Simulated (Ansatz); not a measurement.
# GaN (F-43m) in Ansatz: a series of runs

One crystal, GaN, is run at these levels: r2SCANh; tasks: band structure, single point, equation of state.

Program: Ansatz 0.2.0. These are calculated values, not measurements. Logs are shortened: lines on timing, memory, paths and dates and some standing lists are left out, and cuts for length are marked.

**The experiment to reproduce.**

A printed reference work, textbook reports, for a bulk crystal of GaN at 0 K: band gap 3.299 eV (direct).

How close the calculation comes is told below.

### 1 The structure

It takes space group F-43m (No. 216, cubic). The conventional cell has a = 4.507 Å, b = 4.507 Å, c = 4.507 Å, α = 90.00°, β = 90.00°, γ = 90.00°. Ga (site symmetry -43m) has 4 N at 1.95 Å as nearest neighbours. N (site symmetry -43m) is surrounded by 4 Ga at 1.95 Å.

The cell is a database's computed one.

### 2 Band structure, r2SCANh

Input file input.yaml:

```yaml
crystal:
  lattice:
    - [0.0, 2.2535006075, 2.2535006075]
    - [2.2535006075, 0.0, 2.2535006075]
    - [2.2535006075, 2.2535006075, 0.0]
  atoms:
    - { symbol: Ga, position: [0.0, 0.0, 0.0] }
    - { symbol: "N", position: [0.25, 0.25, 0.25] }
hamiltonian:
  xc: r2scanh
  pseudopotentials: { kind: paw }
kpoints:
  mp_grid: { grid: [6, 6, 6] }
  band_path:
    path:
      - [[0.0, 0.0, 0.0], [0.5, 0.0, 0.5], [0.5, 0.25, 0.75], [0.375, 0.375, 0.75], [0.0, 0.0, 0.0], [0.5, 0.5, 0.5], [0.625, 0.25, 0.625], [0.5, 0.25, 0.75], [0.5, 0.5, 0.5], [0.375, 0.375, 0.75]]
      - [[0.625, 0.25, 0.625], [0.5, 0.0, 0.5]]
    npoints: 4
scf:
  occupations: { method: fermi_dirac, width: 0.05 }
  n_extra_bands: 6
output:
  forces: true
  stress: true
  eigenvalues: true
  fatbands: false
```

Potentials or basis: Ansatz PAW.

Launch:

```console
$ ansatz run input.yaml --threads 2 --pin off --max-ram 5632MiB --backend cpu --events-out ev --progress --plain --runs-dir out
```

What it wrote:

```text
[... 2 lines left out ...]
Warning: RAYON_NUM_THREADS=2 ignored (pool sized by the plan → 2); use --threads N
scf.n_extra_bands = 6 over 9 filled bands (N_el = 18.0): the run solves 15 bands
Engine: ansatz 0.2.0, aarch64-unknown-linux-gnu
Pseudopotentials: kind: paw
Pseudopotential: Ga, paw, valence charge 13, recommended cutoff 500 eV (meta_gga), Ga.paw.azcp
Pseudopotential: N, paw, valence charge 5, recommended cutoff 500 eV (meta_gga), N.paw.azcp
Functional definition: r2SCANh
  parameter a = 0.1
  parameter k0 = 0.174
  parameter k1 = 0.065
  parameter a1 = 4.9479
  exchange = (1 - a)*r2scan_x(k0 = k0, k1 = k1, a1 = a1) + a*exact_x
  correlation = r2scan_c
Crystal: 2 atoms, lattice volume = 22.888 Å³
Basis set: ecut = 500 eV, 561 PW (Γ), exchange–correlation on 96×96×96 points (64 copies of the dense FFT grid, shifted against one another)
Bands: 15, of which v1, the nominal top of the filled ones, is band 9 counted from 1 (8 counted from 0)
Symmetry: 24 space group operations
Space group: F-43m (ITA 216), of the structure as read, at distance tolerance 2.8e-5 Å
k-points: 16 of 216 (time reversal used)
Non-local potential: Ga, projectors of the file, l = 0: 2, l = 1: 2, l = 2: 3, l = 3: 1
Non-local potential: N, projectors of the file, l = 0: 2, l = 1: 2, l = 2: 1
PAW form: soft (Blöchl's): semilocal exchange-correlation on the pseudo side does not see the compensation charge
PAW frozen core: Ga, regenerated for the run's functional, and the local potential with it (the file was generated under x = pbe(κ = 0.804, μ = 0.2195149727645171), c = pbe(β = 0.06672455060314922))
PAW frozen core: N, regenerated for the run's functional, and the local potential with it (the file was generated under x = pbe(κ = 0.804, μ = 0.2195149727645171), c = pbe(β = 0.06672455060314922))
PAW one-centre angular grid: Ga, 590 points (default); XC on 160 Gauss nodes
PAW one-centre angular grid: N, 302 points (default); XC on 160 Gauss nodes
Initial density: superposition of atomic densities (neutral atoms: chi_scale 0, normalization atom), corrected by the library's trained network
Initial wavefunctions: pseudopotential atomic-orbital guess
Functional: x = r2scan, c = r2scan; τ floored in thin density (d = 2e-4 eV/Å³), warm-up for x = 0.9 r2scan + 0.1 exact, c = r2scan; τ floored in thin density (d = 2e-4 eV/Å³)
SCF iter   1: F=—  HF=-4176.339721 eV  |F-HF|=—  |Δ(HF+E_count)|=         —  Δρ=1.27e-2  dr2=1.41e-2  dr2_τ=9.39e-2  ethr=1.77e-3  ⟨swp⟩=10.4  Hψ=1112  notcnv=0
preconditioner: auto → none  [insulator: Δε(μ)=2.095 eV  Ē_g=22.767 eV  σ=0.050 eV  W_gap=1.00  n_scr=8 (ndim 8)  ℏωp=32.9 eV  f_vac=0.001  D(μ)=0.00/eV (n_scr^D=0)]
SCF iter   2: F=—  HF=-4176.370532 eV  |F-HF|=—  |Δ(HF+E_count)|=   3.08e-2  Δρ=4.55e-3  dr2=2.98e-3  dr2_τ=1.08e-4  ethr=7.85e-5  ⟨swp⟩=4.4  Hψ=767  notcnv=0  defer=3
SCF iter   3: F=—  HF=-4176.370573 eV  |F-HF|=—  |Δ(HF+E_count)|=   4.09e-5  Δρ=3.10e-3  dr2=7.07e-4  dr2_τ=6.03e-5  ethr=1.65e-5  ⟨swp⟩=3.1  Hψ=517  notcnv=0  defer=2
SCF iter   4: F=-4176.370637 eV  HF=-4176.370703 eV  |F-HF|=6.52e-5  |Δ(HF+E_count)|=   1.30e-4  Δρ=1.03e-3  dr2=1.60e-4  dr2_τ=3.11e-5  ethr=3.93e-6  ⟨swp⟩=3.3  Hψ=454  notcnv=0  defer=1
SCF 1 stopped early in 4 iterations: F = -4176.370637 eV  dr2 = 1.60e-4
Initial density: handed on by an earlier stage of this run
Initial wavefunctions: those handed on with the density
Functional: x = 0.9 r2scan + 0.1 exact, c = r2scan; τ floored in thin density (d = 2e-4 eV/Å³)
Frozen-core exchange: fock
SCF iter   1: F=—  HF=-4175.808888 eV  |F-HF|=—  |Δ(HF+E_count)|=         —  Δρ=6.03e-3  dr2=3.49e-3  dr2_τ=2.41e-5  ethr=8.87e-6  ⟨swp⟩=4.9  Hψ=959  notcnv=0
preconditioner: auto → none  [insulator: Δε(μ)=2.834 eV  Ē_g=24.088 eV  σ=0.050 eV  W_gap=1.00  n_scr=8 (ndim 8)  ℏωp=32.9 eV  f_vac=0.001  D(μ)=0.00/eV (n_scr^D=0)]
SCF iter   2: F=—  HF=-4175.808059 eV  |F-HF|=—  |Δ(HF+E_count)|=   8.28e-4  Δρ=1.04e-3  dr2=2.17e-4  dr2_τ=8.74e-6  ethr=8.87e-6  ⟨swp⟩=3.1  Hψ=599  notcnv=0
SCF iter   3: F=—  HF=-4175.808490 eV  |F-HF|=—  |Δ(HF+E_count)|=   4.31e-4  Δρ=6.13e-4  dr2=5.11e-5  dr2_τ=7.61e-6  ethr=1.09e-6  ⟨swp⟩=2.9  Hψ=421  notcnv=0  defer=1
iter 4 solved again at ethr=2.29e-9 eV; its pass at ethr=2.81e-7 eV (dr2=4.13e-7 eV) is discarded
SCF iter   4: F=—  HF=-4175.808481 eV  |F-HF|=—  |Δ(HF+E_count)|=   8.80e-6  Δρ=6.53e-5  dr2=1.11e-6  dr2_τ=6.08e-7  ethr=2.29e-9  ⟨swp⟩=4.2  Hψ=1150  notcnv=0  defer=2
SCF iter   5: F=—  HF=-4175.808488 eV  |F-HF|=—  |Δ(HF+E_count)|=   6.52e-6  Δρ=9.37e-5  dr2=2.17e-6  dr2_τ=1.49e-7  ethr=2.19e-9  ⟨swp⟩=4.1  Hψ=488  notcnv=0  defer=1
SCF iter   6: F=-4175.808487 eV  HF=-4175.808487 eV  |F-HF|=7.59e-8  |Δ(HF+E_count)|=   5.96e-7  Δρ=2.46e-5  dr2=1.13e-7  dr2_τ=1.11e-8  ethr=2.19e-9  ⟨swp⟩=3.8  Hψ=492  notcnv=0  defer=1
SCF 2 stopped early in 6 iterations: F = -4175.808487 eV  dr2 = 1.13e-7
hybrid outer 1: dexx = +4.044e-4 eV, tail = 7.00e-7 eV
Frozen-core exchange: fock
SCF iter   1: F=—  HF=-4175.808475 eV  |F-HF|=—  |Δ(HF+E_count)|=         —  Δρ=1.34e-5  dr2=3.05e-8  dr2_τ=1.39e-9  ethr=1.95e-8  ⟨swp⟩=4.9  Hψ=583  notcnv=0
preconditioner: auto → none  [insulator: Δε(μ)=2.839 eV  Ē_g=24.034 eV  σ=0.050 eV  W_gap=1.00  n_scr=8 (ndim 8)  ℏωp=32.9 eV  f_vac=0.001  D(μ)=0.00/eV (n_scr^D=0)]
SCF iter   2: F=-4175.808475 eV  HF=-4175.808475 eV  |F-HF|=1.82e-9  |Δ(HF+E_count)|=   1.00e-8  Δρ=3.39e-6  dr2=3.25e-9  dr2_τ=1.23e-10  ethr=1.51e-10  ⟨swp⟩=4.0  Hψ=598  notcnv=0
SCF 3 converged in 2 iterations: F = -4175.808475 eV  dr2 = 3.25e-9
  Residual-converged pass: ⟨swp⟩=2.8  Hψ=412  notcnv=0  max |occ|·‖R‖ = 2.4e-6 eV (tolerance 2.4e-6 eV)  dr2=3.24e-9  dr2_τ=1.24e-10  dr2_onsite=3.54e-10  max |Δocc| = 1.3e-21
hybrid outer 2: dexx = +4.137e-9 eV, tail = 7.47e-9 eV, Δε = 5.72e-4 eV (about 8.65e-5 eV left of the loop's levels)
NSCF: frozen V_eff on 42 k-points
hybrid SCF converged: 2 outer / 8 inner (+4 warm-up), last move |dexx| = 4.14e-9 eV, tail = 7.47e-9 eV
Stability not checked: this state was not tested for a lower state beside it, because the functional holds exact exchange (a hybrid, or Hartree-Fock), whose exchange loop this test does not read (fock_operator; see scf.lower_state_search)
Free energy (F): -4175.808475 eV
Frozen-core exchange: fock
Harris-Foulkes:  -4175.808475 eV  (|F-HF|=1.82e-9)
Internal energy: -4175.808475 eV  (E = F + TS)
E sigma→0 (E₀):  -4175.808475 eV
Fermi energy:    10.389090 eV
--- Per-component energies (eV) ---
  E_band       = -34.489491
  E_kinetic    = 246.684311
  E_local      = -1954.417523  (includes V_loc(G=0)·N_el)
  E_nonlocal   = 476.570592
  E_hartree    = 902.375859
  E_xc         = -110.656581
  E_vxc        = -129.621861  (∫ρ·V_xc dr)
  E_exx        = -27.790837  (= α·E_x^exact, valence–valence)
  E_paw        = -2120.564762  (= ΣΔE_a)
  E_vpaw       = -429.539343  (= ΣTr[D̂ρ^β])
  E_aug_tail   = -0.000024  (compensation charges beyond the density's cutoff)
  E_vtau       = 6.664264  (kinetic-family band-sum trace: ∫τ·v_τ [+ j·A + Jᵃ·Aᵃ] dr)
  E_ewald      = -1587.434954
  E_core_change = -0.574557  (= ΣΔE_core)
  E_smearing   = -0.000000  (= −TS)
  E_closure    = -0.000000  (closes the sum)
  Σ components = -4175.808475   (vs F -4175.808475, Δ=0.00e0)
--- Forces (eV/Å), atoms counted from 1 ---
  atom   1  Ga     0.00000000    -0.00000000     0.00000000
  atom   2  N     -0.00000000     0.00000000     0.00000000
  max |Σ_I F_I| component: 2.08e-17 eV/Å
--- Stress (GPa, compression-positive) ---
       -2.708600       0.000000      -0.000000
       -0.000000      -2.708600       0.000000
       -0.000000       0.000000      -2.708600
  P = ⅓ Tr σ = -2.7086 GPa (-27.086 kbar)
--- Band table (eV; the first three rows and the last of 16) ---
  k-point 0: bands = ["-8.2922", "-5.8168", "-5.8168", "-5.8168", "-5.4823", "-5.4823", "8.9416", "8.9416", "8.9416", "11.7807", "20.8105", "20.8105", "20.8105", "28.3702", "29.4644"]
  k-point 1: bands = ["-8.0209", "-5.7828", "-5.7828", "-5.6613", "-5.4836", "-5.4836", "6.5784", "8.6542", "8.6542", "13.4544", "19.7561", "21.1891", "21.1891", "27.3378", "27.3378"]
  k-point 2: bands = ["-7.5920", "-5.7353", "-5.7353", "-5.4637", "-5.4637", "-4.9348", "3.3048", "8.1445", "8.1445", "14.7178", "19.1589", "21.0943", "21.0943", "26.2119", "28.2635"]
  k-point 15: bands = ["-7.3044", "-5.6630", "-5.6099", "-5.5030", "-5.4444", "-3.5080", "2.8782", "5.3067", "5.3635", "15.4283", "18.4398", "21.9049", "21.9586", "25.6579", "31.3587"]
```

It took 2.5 min on 2 threads of Arm Neoverse V1, shared host; peak memory 1.1 GiB.

What came out:

- Free energy: -4175.8085 eV
- Pressure: -2.7 GPa
- Band gap on the k mesh: 2.84 eV, direct
- Band gap along the path: 2.84 eV, direct

Levels at the corners of the path, in eV from the valence-band top:
```tsv
point	band 6	band 7	band 8	band 9	band 10	band 11	band 12	band 13
Γ	-14.42	0.00	0.00	0.00	2.84	11.87	11.87	11.87
X	-12.65	-6.40	-2.86	-2.86	4.44	8.07	13.51	15.94
W	-12.38	-5.90	-3.93	-3.79	7.47	10.10	11.82	12.66
K	-12.50	-6.10	-4.48	-2.30	6.18	9.45	12.78	14.62
Γ	-14.42	0.00	0.00	0.00	2.84	11.87	11.87	11.87
L	-13.10	-7.36	-1.03	-1.03	5.97	10.33	11.83	11.83
U	-12.50	-6.10	-4.48	-2.30	6.18	9.45	12.78	14.62
W	-12.38	-5.90	-3.93	-3.79	7.47	10.10	11.82	12.66
L	-13.10	-7.36	-1.03	-1.03	5.97	10.33	11.83	11.83
K	-12.50	-6.10	-4.48	-2.30	6.18	9.45	12.78	14.62
U	-12.50	-6.10	-4.48	-2.30	6.18	9.45	12.78	14.62
X	-12.65	-6.40	-2.86	-2.86	4.44	8.07	13.51	15.94
```

Caveat: the PAW data sets come from PBE, with cores solved anew for the run's functional, which leaves a small shift of forces and pressure; the thresholds are loose for stress.

### 3 Single point, r2SCANh, 10.76 Å³/atom (volume scaled by 0.94)

Input file input.yaml:

```yaml
crystal:
  lattice:
    - [0.0, 2.2074978911, 2.2074978911]
    - [2.2074978911, 0.0, 2.2074978911]
    - [2.2074978911, 2.2074978911, 0.0]
  atoms:
    - { symbol: Ga, position: [0.0, 0.0, 0.0] }
    - { symbol: "N", position: [0.25, 0.25, 0.25] }
hamiltonian:
  xc: r2scanh
  pseudopotentials: { kind: paw }
kpoints:
  mp_grid: { grid: [5, 5, 5] }
scf:
  occupations: { method: fermi_dirac, width: 0.05 }
output:
  forces: true
  stress: true
  eigenvalues: true
```

Potentials or basis: Ansatz PAW.

Launch:

```console
$ ansatz run input.yaml --threads 2 --pin off --max-ram 5632MiB --backend cpu --events-out ev --progress --plain --runs-dir out
```

Wall time 8.9 s (2 threads of Arm Neoverse V1, shared host); peak memory 0.66 GiB.

It converged, with:

```yaml
Free_energy: -4175.7672 eV
Pressure: 10.9 GPa
Band_gap_on_the_k_mesh: 3.29 eV, direct
```

Caveat: the k mesh is coarse (spacing up to 0.49 Å⁻¹), so the values aren't converged, least of all with exact exchange; odd divisions of the mesh miss points on the zone boundary, where band edges often lie, so the gap on the mesh can be too wide; the PAW data sets come from PBE, with cores solved anew for the run's functional, which leaves a small shift of forces and pressure; the thresholds are loose for stress.

### 4 Single point, r2SCANh, 10.99 Å³/atom (volume scaled by 0.96)

input.yaml, as its differences from that of step 3:

```diff
@@ -2,5 +2,5 @@
   lattice:
-    - [0.0, 2.2074978911, 2.2074978911]
-    - [2.2074978911, 0.0, 2.2074978911]
-    - [2.2074978911, 2.2074978911, 0.0]
+    - [0.0, 2.2230441631, 2.2230441631]
+    - [2.2230441631, 0.0, 2.2230441631]
+    - [2.2230441631, 2.2230441631, 0.0]
   atoms:
```

Launch:

```console
$ ansatz run input.yaml --threads 2 --pin off --max-ram 5632MiB --backend cpu --events-out ev --progress --plain --runs-dir out
```

Wall time 9 s (2 threads of Arm Neoverse V1, shared host); peak memory 0.66 GiB.

Results (log left out):

```yaml
Free_energy: -4175.7909 eV
Pressure: 5.8 GPa
Band_gap_on_the_k_mesh: 3.14 eV, direct
```

Caveat: the k mesh is coarse (spacing up to 0.49 Å⁻¹), so the values aren't converged, least of all with exact exchange; odd divisions of the mesh miss points on the zone boundary, where band edges often lie, so the gap on the mesh can be too wide; the PAW data sets come from PBE, with cores solved anew for the run's functional, which leaves a small shift of forces and pressure; the thresholds are loose for stress.

### 5 Single point, r2SCANh, 11.21 Å³/atom (volume scaled by 0.98)

input.yaml, as its differences from that of step 4:

```diff
@@ -2,5 +2,5 @@
   lattice:
-    - [0.0, 2.2230441631, 2.2230441631]
-    - [2.2230441631, 0.0, 2.2230441631]
-    - [2.2230441631, 2.2230441631, 0.0]
+    - [0.0, 2.2383759866, 2.2383759866]
+    - [2.2383759866, 0.0, 2.2383759866]
+    - [2.2383759866, 2.2383759866, 0.0]
   atoms:
```

Launch:

```console
$ ansatz run input.yaml --threads 2 --pin off --max-ram 5632MiB --backend cpu --events-out ev --progress --plain --runs-dir out
```

It took 9.1 s on 2 threads of Arm Neoverse V1, shared host; peak memory 0.66 GiB.

It converged, with:

```
Free energy            : -4175.8010 eV
Pressure               : 1.3 GPa
Band gap on the k mesh : 2.99 eV, direct
```

Caveat: the k mesh is coarse (spacing up to 0.49 Å⁻¹), so the values aren't converged, least of all with exact exchange; odd divisions of the mesh miss points on the zone boundary, where band edges often lie, so the gap on the mesh can be too wide; the PAW data sets come from PBE, with cores solved anew for the run's functional, which leaves a small shift of forces and pressure; the thresholds are loose for stress.

### 6 Single point, r2SCANh, 11.44 Å³/atom

input.yaml, as its differences from that of step 5:

```diff
@@ -2,5 +2,5 @@
   lattice:
-    - [0.0, 2.2383759866, 2.2383759866]
-    - [2.2383759866, 0.0, 2.2383759866]
-    - [2.2383759866, 2.2383759866, 0.0]
+    - [0.0, 2.2535006075, 2.2535006075]
+    - [2.2535006075, 0.0, 2.2535006075]
+    - [2.2535006075, 2.2535006075, 0.0]
   atoms:
```

Potentials or basis: Ansatz PAW.

Launch:

```console
$ ansatz run input.yaml --threads 2 --pin off --max-ram 5632MiB --backend cpu --events-out ev --progress --plain --runs-dir out
```

It took 9.3 s on 2 threads of Arm Neoverse V1, shared host; peak memory 0.72 GiB.

Results (log left out):

```
Free energy            : -4175.7989 eV
Pressure               : -2.7 GPa
Band gap on the k mesh : 2.85 eV, direct
```

Caveat: the k mesh is coarse (spacing up to 0.48 Å⁻¹), so the values aren't converged, least of all with exact exchange; odd divisions of the mesh miss points on the zone boundary, where band edges often lie, so the gap on the mesh can be too wide; the PAW data sets come from PBE, with cores solved anew for the run's functional, which leaves a small shift of forces and pressure; the thresholds are loose for stress.

### 7 Single point, r2SCANh, 11.67 Å³/atom (volume scaled by 1.02)

input.yaml, as its differences from that of step 6:

```diff
@@ -2,5 +2,5 @@
   lattice:
-    - [0.0, 2.2535006075, 2.2535006075]
-    - [2.2535006075, 0.0, 2.2535006075]
-    - [2.2535006075, 2.2535006075, 0.0]
+    - [0.0, 2.2684248875, 2.2684248875]
+    - [2.2684248875, 0.0, 2.2684248875]
+    - [2.2684248875, 2.2684248875, 0.0]
   atoms:
@@ -19 +19,5 @@
   eigenvalues: true
+  write_density: true
+  write_potential: true
+  elf: true
+  volumetric_format: npy
```

Launch:

```console
$ ansatz run input.yaml --threads 2 --pin off --max-ram 5632MiB --backend cpu --events-out ev --progress --plain --runs-dir out
```

Wall time 9.2 s (2 threads of Arm Neoverse V1, shared host); peak memory 0.72 GiB.

It converged, with:

```
Free energy            : -4175.7859 eV
Pressure               : -6.4 GPa
Band gap on the k mesh : 2.71 eV, direct
```

Caveat: the k mesh is coarse (spacing up to 0.48 Å⁻¹), so the values aren't converged, least of all with exact exchange; odd divisions of the mesh miss points on the zone boundary, where band edges often lie, so the gap on the mesh can be too wide; the PAW data sets come from PBE, with cores solved anew for the run's functional, which leaves a small shift of forces and pressure; the thresholds are loose for stress.

### 8 Single point, r2SCANh, 11.90 Å³/atom (volume scaled by 1.04)

Input file input.yaml:

```yaml
crystal:
  lattice:
    - [0.0, 2.283155332, 2.283155332]
    - [2.283155332, 0.0, 2.283155332]
    - [2.283155332, 2.283155332, 0.0]
  atoms:
    - { symbol: Ga, position: [0.0, 0.0, 0.0] }
    - { symbol: "N", position: [0.25, 0.25, 0.25] }
hamiltonian:
  xc: r2scanh
  pseudopotentials: { kind: paw }
kpoints:
  mp_grid: { grid: [5, 5, 5] }
scf:
  occupations: { method: fermi_dirac, width: 0.05 }
output:
  forces: true
  stress: true
  eigenvalues: true
```

Launch:

```console
$ ansatz run input.yaml --threads 2 --pin off --max-ram 5632MiB --backend cpu --events-out ev --progress --plain --runs-dir out
```

It took 9.3 s on 2 threads of Arm Neoverse V1, shared host; peak memory 0.72 GiB.

It converged, with:

```yaml
Free_energy: -4175.7628 eV
Pressure: -9.7 GPa
Band_gap_on_the_k_mesh: 2.57 eV, direct
```

Caveat: the k mesh is coarse (spacing up to 0.48 Å⁻¹), so the values aren't converged, least of all with exact exchange; odd divisions of the mesh miss points on the zone boundary, where band edges often lie, so the gap on the mesh can be too wide; the PAW data sets come from PBE, with cores solved anew for the run's functional, which leaves a small shift of forces and pressure; the thresholds are loose for stress.

### 9 Single point, r2SCANh, 12.13 Å³/atom (volume scaled by 1.06)

input.yaml, as its differences from that of step 8:

```diff
@@ -2,5 +2,5 @@
   lattice:
-    - [0.0, 2.283155332, 2.283155332]
-    - [2.283155332, 0.0, 2.283155332]
-    - [2.283155332, 2.283155332, 0.0]
+    - [0.0, 2.2976981147, 2.2976981147]
+    - [2.2976981147, 0.0, 2.2976981147]
+    - [2.2976981147, 2.2976981147, 0.0]
   atoms:
```

Potentials or basis: Ansatz PAW.

Launch:

```console
$ ansatz run input.yaml --threads 2 --pin off --max-ram 5632MiB --backend cpu --events-out ev --progress --plain --runs-dir out
```

Run time: 9.4 s. Hardware: 2 threads of Arm Neoverse V1, shared host; peak memory 0.72 GiB.

Results (log left out):

| Item | Value |
| --- | --- |
| Free energy | -4175.7310 eV |
| Pressure | -12.6 GPa |
| Band gap on the k mesh | 2.43 eV, direct |

Caveat: the k mesh is coarse (spacing up to 0.47 Å⁻¹), so the values aren't converged, least of all with exact exchange; odd divisions of the mesh miss points on the zone boundary, where band edges often lie, so the gap on the mesh can be too wide; the PAW data sets come from PBE, with cores solved anew for the run's functional, which leaves a small shift of forces and pressure; the thresholds are loose for stress.

### 10 Equation of state, r2SCANh

No new run: the results of the series are fitted here.

Results:

```
Equilibrium volume                      : 11.29 Å³/atom
Bulk modulus                            : 204 GPa
Pressure derivative of the bulk modulus : 4.2
```

Energy against volume, from the lowest point:
```csv
volume (Å³/atom),energy (meV/atom)
10.757,16.90
10.986,5.05
11.215,0.00
11.444,1.04
11.673,7.57
11.902,19.08
12.131,35.02
```

Caveat: the k mesh is coarse (spacing up to 0.48 Å⁻¹), so the values aren't converged, least of all with exact exchange; the PAW data sets were made with another functional, which shifts forces and pressure a little.

### 11 Comparison with measurements

Step 2. A measured gap of GaN is 3.299 eV (direct; 0 K; a printed reference work, textbook); the calculated 2.84 eV misses it by -0.46 eV. Spin-orbit coupling on Ga is left out. The value is that of r2SCANh, without temperature or zero-point motion. The cell is a database's relaxed one, not the measured one, which moves gaps too.
